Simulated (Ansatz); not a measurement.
# CaSe: the cost of one run

Program: Ansatz 0.2.0. Level of theory: DFT PBEsol, frozen-core PAW, scalar-relativistic unless said. These are calculated values, not measurements.

The COD entry's cell or inner coordinates are ideal or old and differ from later refinements, so a difference from it is no clean test against experiment.

3 further runs of the same task are left out: 3 set aside as unsound or not needed.

### 1 The system as given

The structure is cubic, space group Fm-3m (No. 225). The conventional cell has a = 5.912 Å, b = 5.912 Å, c = 5.912 Å, α = 90.00°, β = 90.00°, γ = 90.00°. Ca (site symmetry m-3m) has 6 Se at 2.96 Å as nearest neighbours. Se (site symmetry m-3m) has 6 Ca at 2.96 Å as nearest neighbours.

Structure file:

```cif
data_structure
_symmetry_space_group_name_H-M 'P 1'
_symmetry_Int_Tables_number 1
_cell_length_a 4.1804
_cell_length_b 4.1804
_cell_length_c 4.1804
_cell_angle_alpha 60.000
_cell_angle_beta 60.000
_cell_angle_gamma 60.000
_cell_volume 51.66
loop_
_atom_site_label
_atom_site_type_symbol
_atom_site_fract_x
_atom_site_fract_y
_atom_site_fract_z
_atom_site_occupancy
Ca1 Ca 0.00000 0.00000 0.00000 1
Se1 Se 0.50000 0.50000 0.50000 1
```

Cartesian axes are those of the input's lattice vectors. The structure goes back to a database entry.

### 2 Cell and atoms relaxed, PAW

The input, input.yaml:

```yaml
crystal:
  lattice:
    - [0.0, 2.956, 2.956]
    - [2.956, 0.0, 2.956]
    - [2.956, 2.956, 0.0]
  atoms:
    - { symbol: Ca, position: [0.0, 0.0, 0.0] }
    - { symbol: Se, position: [0.5, 0.5, 0.5] }
kpoints:
  mp_grid: { grid: [10, 10, 10] }
scf:
  occupations: { method: fermi_dirac, width: 0.1 }
hamiltonian:
  xc: pbesol
  pseudopotentials: { kind: paw }
relax:
  f_tol: 0.002
  max_steps: 80
  cell: {}
output:
  forces: true
  stress: true
```

Command:

```
ansatz run input.yaml --threads 2 --pin off --max-ram 6144MiB --backend cpu --events-out ev --progress --plain --runs-dir out
```

Q: Estimate wall time and peak memory on 2 threads of Arm Neoverse V1, shared host.

About 3.9 s, with a peak of 0.34 GiB.
